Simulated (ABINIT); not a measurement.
Wanted: the native input for an ABINIT 10.8.3 (patched build) run.

```
Task                : single point
Functional          : PBE
Potentials or basis : PseudoDojo NC SR PBE v0.5 standard
Cutoff              : 1088 eV
k mesh              : 8 × 8 × 6
Occupations         : fermi-dirac, width 0.05 eV
Spin                : no spin polarisation
```

The system is Ga.

```
Ga
1.0
     1.45000   -4.06500    0.00000
     1.45000    4.06500    0.00000
     0.00000    0.00000    3.17000
Ga
2
Direct
  0.13300 0.86700 0.75000
  0.86700 0.13300 0.25000
```

This isn't the form of Ga at room conditions, which is orthorhombic.

One way to write it, as run:

run.abi

```
# Pseudopotentials
pp_dirpath "./"
pseudos "Ga.upf"

# Structure
acell 3*1.0
rprim
     2.7401028807    -7.6817366966     0.0000000000
     2.7401028807     7.6817366966     0.0000000000
     0.0000000000     0.0000000000     5.9904318151
ntypat 1
znucl 31
natom 2
typat 1 1
xred
     0.1330000000     0.8670000000     0.7500000000
     0.8670000000     0.1330000000     0.2500000000
chkprim 0
chksymtnons 0
tolsym 1.0e-6

# Plane-wave basis
ecut 40.0

# k points
kptopt 1
ngkpt 8 8 6
nshiftk 1
shiftk 0.0 0.0 0.0

# Exchange and correlation
ixc 11

# Bands and occupations
nband 17
occopt 3
tsmear 0.05 eV

# SCF cycle
nstep 100
tolvrs 1.0e-10

# Output
iomode 3
prtwf 0
prtden 0
prteig 0
prtebands 0
enunit 1
```

Potentials or basis: PseudoDojo NC SR PBE v0.5 standard.

Command:

```bash
$ abinit run.abi > log 2>&1
```

Results of the run:

| Property | Result |
| --- | --- |
| Pressure | 2.2 GPa |
| Largest force | 0.138 eV/Å |
| Band gap on the k mesh | none (metal or under the smearing width) |
| Valence electrons inside the program's atomic spheres | Ga 10.78 (radii [1.0584] Å) |

It took 6.2 min on 1 thread of AMD EPYC (Zen 3) (shared host), peak memory 0.14 GiB.
